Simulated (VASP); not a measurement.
# Te2Mo (P6_3/mmc) in VASP: a series of runs

The runs below take Te2Mo through dielectric tensor, phonons, with PBE, LDA.

All numbers are computed with VASP 6.6.1; they aren't measurements. Logs are shortened: lines on timing, memory, paths and dates and some standing lists are left out, and cuts for length are marked.

## 1. The structure

It takes space group P6_3/mmc (No. 194, hexagonal). Conventional cell: a = 3.555 Å, b = 3.555 Å, c = 15.196 Å, α = 90.00°, β = 90.00°, γ = 120.00°. Te (site symmetry 3m) has 3 Mo at 2.74 Å as nearest neighbours. Mo (site symmetry -6m2) is surrounded by 6 Te at 2.74 Å.

## 2. Dielectric tensor, PBE

The input, INCAR:

```
SYSTEM = Te2Mo
ALGO = Fast
EDIFF = 1E-8
ENCUT = 600
GGA = PE
ISIF = 2
ISMEAR = 0
KPAR = 2
LASPH = .True.
LCHARG = .False.
LEPSILON = .True.
LREAL = .False.
LWAVE = .False.
NELM = 80
PREC = Accurate
SIGMA = 0.03
```

The input, KPOINTS:

```
k-points
0
Gamma
  12 12 3
  0 0 0
```

The input, POSCAR:

```
Te2Mo                                   
1.0
    3.5553115431      0.0000000000      0.0000000000
   -1.7776557715      3.0789901147      0.0000000000
    0.0000000000     -0.0000000000     15.1963142026
  Te              Mo            
     4     2
Direct
     0.3333333332999970    0.6666666667000030    0.6309271141221613
     0.6666666667000030    0.3333333332999970    0.1309271141221613
     0.3333333332999970    0.6666666667000030    0.8690728858778387
     0.6666666667000030    0.3333333332999970    0.3690728858778388
     0.3333333332999970    0.6666666667000030    0.2500000000000000
     0.6666666667000030    0.3333333332999970    0.7500000000000000
```

Potentials or basis: VASP PAW PBE potentials, release 64 (Te, Mo_sv).

The run is started by

```
$ cat potpaw_PBE.64/Te/POTCAR potpaw_PBE.64/Mo_sv/POTCAR > POTCAR
$ mpirun -np 2 vasp_std > vasp.out
```

OUTCAR:

```text
SYSTEM = Te2Mo
   EDIFF = 1E-8
   ENCUT = 600
   GGA = PE
   ISIF = 2
   ISMEAR = 0
   LASPH = .True.
   LEPSILON = .True.
   LREAL = .False.
   NELM = 80
   PREC = Accurate

 ion  position               nearest neighbor table
   1  0.333  0.667  0.631-   6 2.74   6 2.74   6 2.74   3 3.62
   2  0.667  0.333  0.131-   5 2.74   5 2.74   5 2.74   4 3.62
   3  0.333  0.667  0.869-   6 2.74   6 2.74   6 2.74   1 3.62
   4  0.667  0.333  0.369-   5 2.74   5 2.74   5 2.74   2 3.62
   5  0.333  0.667  0.250-   2 2.74   4 2.74   2 2.74   4 2.74   2 2.74   4 2.74
   6  0.667  0.333  0.750-   1 2.74   3 2.74   1 2.74   3 2.74   1 2.74   3 2.74

  LATTYP: Found a hexagonal cell.
 ALAT       =     3.5553115431
 C/A-ratio  =     4.2742567053

  Lattice vectors:

 A1 = (   3.5553115431,   0.0000000000,   0.0000000000)
 A2 = (  -1.7776557715,   3.0789901147,   0.0000000000)
 A3 = (   0.0000000000,   0.0000000000,  15.1963142026)

Analysis of symmetry for initial positions (statically):
=====================================================================
 Subroutine PRICEL returns:
 Original cell was already a primitive cell.

 Routine SETGRP: Setting up the symmetry group for a
 hexagonal supercell.

 Subroutine GETGRP returns: Found 24 space group operations
 (whereof 12 operations were pure point group operations)
 out of a pool of 24 trial point group operations.

The static configuration has the point symmetry D_3d.
 The point group associated with its full space group is D_6h.

Analysis of symmetry for dynamics (positions and initial velocities):
=====================================================================
 Subroutine PRICEL returns:
 Original cell was already a primitive cell.

 Routine SETGRP: Setting up the symmetry group for a
 hexagonal supercell.

 Subroutine GETGRP returns: Found 24 space group operations
 (whereof 12 operations were pure point group operations)
 out of a pool of 24 trial point group operations.

The dynamic configuration has the point symmetry D_3d.
 The point group associated with its full space group is D_6h.

 Subroutine INISYM returns: Found 24 space group operations
 (whereof 12 operations are pure point group operations),
 and found     1 'primitive' translations

----------------------------------------------------------------------------------------

                                     Primitive cell

  volume of cell :     166.3505
[... 994 lines left out ...]
  ---------------------------------------------------
  free  energy   TOTEN  =       -36.0751351489 eV

  energy  without entropy=      -36.0751351489  energy(sigma->0) =      -36.07513515

 HEAD OF MICROSCOPIC STATIC DIELECTRIC TENSOR (INDEPENDENT PARTICLE, excluding Hartree and local field effects)
 ------------------------------------------------------
          19.267438     0.000000     0.000000
           0.000000    19.267438     0.000000
          -0.000000     0.000000    10.847947
 ------------------------------------------------------

 Free energy of the ion-electron system (eV)
  ---------------------------------------------------
  ---------------------------------------------------
  free energy    TOTEN  =        -8.64611387 eV

  energy without entropy =       -8.64611387

------------------------ aborting loop because EDIFF is reached ----------------------------------------

--------------------------------------- Ionic step        2  -------------------------------------------

------------------------ aborting loop because EDIFF is reached ----------------------------------------

--------------------------------------- Ionic step        3  -------------------------------------------

 Free energy of the ion-electron system (eV)
  ---------------------------------------------------
  ---------------------------------------------------
  free energy    TOTEN  =        -2.83355976 eV

  energy without entropy =       -2.83355976

------------------------ aborting loop because EDIFF is reached ----------------------------------------

 PIEZOELECTRIC TENSOR FIELD DIRECTION 3  (e Angst)
 -----------------------------------------------------------------------------
    -0.00017  0.00000  0.00000           (  0.00002  0.00000  0.00000)
    -0.00000 -0.00017 -0.00000           (  0.00000  0.00002  0.00000)
    -0.00000  0.00000 -0.00788           (  0.00000  0.00000  0.00001)

 PIEZOELECTRIC TENSOR FIELD DIRECTION 3  (C/m^2)
 -----------------------------------------------------------------------------
    -0.00002  0.00000  0.00000
    -0.00000 -0.00002 -0.00000
    -0.00000  0.00000 -0.00076

 MACROSCOPIC STATIC DIELECTRIC TENSOR (including local field effects in DFT)
 ------------------------------------------------------
          18.499482     0.000000     0.000000
           0.000000    18.499482     0.000000
           0.000000    -0.000000     6.693843
 ------------------------------------------------------

 PIEZOELECTRIC TENSOR (including local field effects)  for field in x, y, z        (e  Angst)
          XX          YY          ZZ          XY          YZ          ZX
  --------------------------------------------------------------------------------
  x     0.00000     0.00000     0.00000     0.00000     0.00000     0.00000
  y     0.00000     0.00000     0.00000     0.00000     0.00000     0.00000
  z     0.00000     0.00000     0.00000     0.00000     0.00000     0.00000

 PIEZOELECTRIC TENSOR (including local field effects)  for field in x, y, z        (C/m^2)
          XX          YY          ZZ          XY          YZ          ZX
  --------------------------------------------------------------------------------
  x     0.00000     0.00000     0.00000     0.00000     0.00000     0.00000
  y     0.00000     0.00000     0.00000     0.00000     0.00000     0.00000
  z     0.00000     0.00000     0.00000     0.00000     0.00000     0.00000

 BORN EFFECTIVE CHARGES (including local field effects) (in |e|, cummulative output)
 ---------------------------------------------------------------------------------
 ion    1
    1     1.59914     0.00000     0.00000
    2     0.00000     1.59914     0.00000
    3    -0.00000     0.00000     0.52800
 ion    2
    1     1.59914     0.00000     0.00000
    2     0.00000     1.59914     0.00000
    3     0.00000     0.00000     0.52800
 ion    3
    1     1.59914     0.00000     0.00000
    2     0.00000     1.59914     0.00000
    3     0.00000     0.00000     0.52800
 ion    4
    1     1.59914     0.00000     0.00000
    2     0.00000     1.59914     0.00000
    3    -0.00000     0.00000     0.52800
 ion    5
    1    -3.19828    -0.00000    -0.00000
    2    -0.00000    -3.19828     0.00000
    3     0.00000    -0.00000    -1.05599
 ion    6
    1    -3.19828    -0.00000    -0.00000
    2    -0.00000    -3.19828     0.00000
    3     0.00000    -0.00000    -1.05599
```

OSZICAR:

```text
N       E                     dE             d eps       ncg     rms          rms(c)
DAV:   1     0.445822828231E+03    0.44582E+03   -0.28772E+04  2668   0.166E+03
DAV:   2    -0.112901237399E+02   -0.45711E+03   -0.44853E+03  2966   0.361E+02
DAV:   3    -0.366275023736E+02   -0.25337E+02   -0.24738E+02  2975   0.723E+01
[... 11 lines left out ...]
RMM:  20    -0.283355928918E+01   -0.22334E-07    0.21897E-05  3750   0.913E-04    0.477E-05
RMM:  21    -0.283355994107E+01   -0.65189E-06   -0.16259E-06  3737   0.915E-04    0.214E-05
RMM:  22    -0.283355978015E+01    0.16092E-06    0.23515E-05  3470   0.910E-04    0.326E-05
RMM:  23    -0.283355988739E+01   -0.10724E-06   -0.33779E-06  3535   0.912E-04    0.222E-05
RMM:  24    -0.283355973525E+01    0.15214E-06    0.23111E-05  3454   0.910E-04    0.281E-05
RMM:  25    -0.283355988676E+01   -0.15151E-06   -0.84338E-06  3439   0.910E-04    0.236E-05
RMM:  26    -0.283355975550E+01    0.13126E-06    0.24901E-05  3435   0.910E-04    0.256E-05
```

stdout:

```text
POSCAR found type information on POSCAR TeMo
 POSCAR found :  2 types and       6 ions
 scaLAPACK will be used
 LDA part: xc-table for (Slater+PW92), standard interpolation
 POSCAR, INCAR and KPOINTS ok, starting setup
 FFT: planning ... GRIDC
 FFT: planning ... GRID_SOFT
 FFT: planning ... GRID
 WAVECAR not read
 entering main loop
 Linear response reoptimize wavefunctions to high precision
 Linear response G [H, r] |phi>, progress :
  Direction:   1
 Linear response G [H, r] |phi>, progress :
  Direction:   2
 Linear response G [H, r] |phi>, progress :
  Direction:   3
 Linear response to external field (no local field effect), progress :
  Direction:   1
 dielectric tensor                  component  1 :    18.856    -0.226    -0.065
 Linear response to external field (no local field effect), progress :
  Direction:   2
 dielectric tensor                  component  2 :    -0.226    19.679     0.032
 Linear response to external field (no local field effect), progress :
  Direction:   3
 dielectric tensor                  component  3 :    -0.065     0.031    10.848
 Linear response to external field, progress :
  Direction:   1
 dielectric tensor                  component  1 :    18.499     0.052    -0.040
 Linear response to external field, progress :
  Direction:   2
 dielectric tensor                  component  2 :     0.056    18.499    -0.029
 Linear response to external field, progress :
  Direction:   3
 dielectric tensor                  component  3 :    -0.066     0.032     6.694
 Born effective charges drift removed
```

Wall time 37 min (2 MPI ranks of Intel Xeon Platinum 8375C at 2.90GHz (Ice Lake), shared host); peak memory 1.3 GiB.

What came out:

```
Band gap on the k mesh                  : 1.00 eV, indirect (least direct gap 1.03 eV)
Electronic dielectric tensor (diagonal) : 18.50, 18.50, 6.69
Born charges (mean of the diagonal)     : Te +1.24; Mo -2.48 e
```

Electronic dielectric tensor:
```
18.50  0.00  0.00
 0.00 18.50  0.00
 0.00  0.00  6.69
```

Born effective charge tensors (e):
atom 1, Te
```
1.60 0.00 0.00
0.00 1.60 0.00
0.00 0.00 0.53
```
atom 2, Te
```
1.60 0.00 0.00
0.00 1.60 0.00
0.00 0.00 0.53
```
atom 3, Te
```
1.60 0.00 0.00
0.00 1.60 0.00
0.00 0.00 0.53
```
atom 4, Te
```
1.60 0.00 0.00
0.00 1.60 0.00
0.00 0.00 0.53
```
atom 5, Mo
```
-3.20  0.00  0.00
 0.00 -3.20  0.00
 0.00  0.00 -1.06
```
atom 6, Mo
```
-3.20  0.00  0.00
 0.00 -3.20  0.00
 0.00  0.00 -1.06
```

Caveat: spin-orbit coupling is left out, which moves the levels of the heavy elements; an odd mesh through Γ misses points on the zone boundary, where band edges often lie; this functional lacks dispersion, which binds the layers, so the pressure and a relaxed spacing across them are unreliable.

## 3. Phonons, LDA

This run uses another cell than the first one, of 24.00 Å³/atom, 0.866 times its volume.

The input, POSCAR:

```
Te2Mo
1.0
    3.4742783243      0.0000000000      0.0000000000
   -1.7371391621      3.0088132886      0.0000000000
   -0.0000000000      0.0000000000     13.7742939934
  Te              Mo
     4     2
Direct
     0.3333333332999970    0.6666666667000030    0.6193742274411532
     0.6666666667000030    0.3333333332999970    0.1193742274411532
     0.3333333332999970    0.6666666667000030    0.8806257725588468
     0.6666666667000030    0.3333333332999970    0.3806257725588468
     0.3333333332999970    0.6666666667000030    0.2500000000000000
     0.6666666667000030    0.3333333332999970    0.7500000000000000
```

The input, INCAR.step1:

```
PREC = Accurate ; ENCUT = 600
EDIFF = 1E-8 ; ISMEAR = 0
SIGMA = 0.03 ; LREAL = F
LASPH = T ; NELM = 80
ALGO = Normal ; ISIF = 3
LWAVE = F ; LCHARG = F
GGA = CA ; KPAR = 2
IBRION = 2 ; NSW = 40
EDIFFG = -0.002
```

The input, INCAR.step2:

```
PREC = Accurate ; ENCUT = 600
EDIFF = 1E-8 ; ISMEAR = 0
SIGMA = 0.03 ; LREAL = F
LASPH = T ; NELM = 80
ALGO = Normal ; ISIF = 2
LWAVE = F ; LCHARG = F
GGA = CA ; KPAR = 2
IBRION = 6 ; NFREE = 2
POTIM = 0.015 ; NSW = 1
```

The input, KPOINTS:

```
Automatic mesh
0
Gamma
  9 9 2
```

Potentials or basis: VASP PAW LDA potentials, release 64 (Te, Mo_sv).

The run is started by

```
$ cat potpaw_LDA.64/Te/POTCAR potpaw_LDA.64/Mo_sv/POTCAR > POTCAR
$ cp INCAR.step1 INCAR
$ mpirun -np 2 vasp_std > vasp.out
$ cp CONTCAR POSCAR
$ cp INCAR.step2 INCAR
$ mpirun -np 2 vasp_std > vasp.out
```

OUTCAR:

```text
PREC = Accurate
   ENCUT = 600
   EDIFF = 1E-8
   ISMEAR = 0
   LREAL = F
   LASPH = T
   NELM = 80
   ISIF = 2
   GGA = CA
   IBRION = 6
   NFREE = 2
   POTIM = 0.015
   NSW = 1

 ion  position               nearest neighbor table
   1  0.333  0.667  0.619-   6 2.69   6 2.69   6 2.69   3 3.60
   2  0.667  0.333  0.119-   5 2.69   5 2.69   5 2.69   4 3.60
   3  0.333  0.667  0.881-   6 2.69   6 2.69   6 2.69   1 3.60
   4  0.667  0.333  0.381-   5 2.69   5 2.69   5 2.69   2 3.60
   5  0.333  0.667  0.250-   2 2.69   4 2.69   2 2.69   4 2.69   2 2.69   4 2.69
[... 1403 lines left out ...]
  z    -0.00000    -0.00000     0.00000     0.00000     0.00000     0.00000

 Eigenvectors and eigenvalues of the dynamical matrix
 ----------------------------------------------------

   1 f  =    8.878951 THz    55.788095 2PiTHz  296.169930 cm-1    36.720375 meV
             X         Y         Z           dx          dy          dz
     -0.000000  2.005876  8.531443     0.000000   -0.000000   -0.260685
      1.737139  1.002938  1.644296     0.000000   -0.000000    0.260685
     -0.000000  2.005876 12.129998     0.000000   -0.000000   -0.260685
      1.737139  1.002938  5.242851     0.000000   -0.000000    0.260685
     -0.000000  2.005876  3.443573     0.000000   -0.000000   -0.603396
      1.737139  1.002938 10.330720    -0.000000    0.000000    0.603396
[... 145 lines left out ...]
  18 f/i=    0.000162 THz     0.001018 2PiTHz    0.005406 cm-1     0.000670 meV
             X         Y         Z           dx          dy          dz
     -0.000000  2.005876  8.531443    -0.421619   -0.062657   -0.000000
      1.737139  1.002938  1.644296    -0.421619   -0.062657   -0.000000
     -0.000000  2.005876 12.129998    -0.421619   -0.062657   -0.000000
      1.737139  1.002938  5.242851    -0.421619   -0.062657   -0.000000
     -0.000000  2.005876  3.443573    -0.365609   -0.054334   -0.000000
      1.737139  1.002938 10.330720    -0.365609   -0.054334   -0.000000

 ELASTIC MODULI CONTR FROM IONIC RELAXATION (kBar)
 Direction    XX          YY          ZZ          XY          YZ          ZX
 --------------------------------------------------------------------------------
 XX        -341.9855   -180.2826   -674.0707     -0.0000      0.0000      0.0000
 YY        -180.2826   -341.9855   -674.0707     -0.0000      0.0000     -0.0000
 ZZ        -674.0707   -674.0707  -1739.9926     -0.0000      0.0000      0.0000
 XY          -0.0000     -0.0000     -0.0000    -80.8514     -0.0000     -0.0000
 YZ           0.0000     -0.0000      0.0000     -0.0000   -795.0418     -0.0000
 ZX           0.0000      0.0000      0.0000     -0.0000     -0.0000   -795.0417
 --------------------------------------------------------------------------------
```

Wall time 14 min (2 MPI ranks of Intel Xeon Platinum 8488C (Sapphire Rapids), shared host); peak memory 0.69 GiB.

What came out:

| Property | Result |
| --- | --- |
| Highest phonon frequency at Γ, LO-TO splitting left out | 296 cm⁻¹ |

Phonon frequencies in cm⁻¹ (negative: imaginary):
```csv
q point,frequencies
"(0.000, 0.000, 0.000)",0 0 0 29 29 39 119 119 121 121 174 178 239 239 239 239 290 296
```

Spin-orbit coupling is left out, which matters for the levels of Te.

(Part 1 of 2 ends here.)
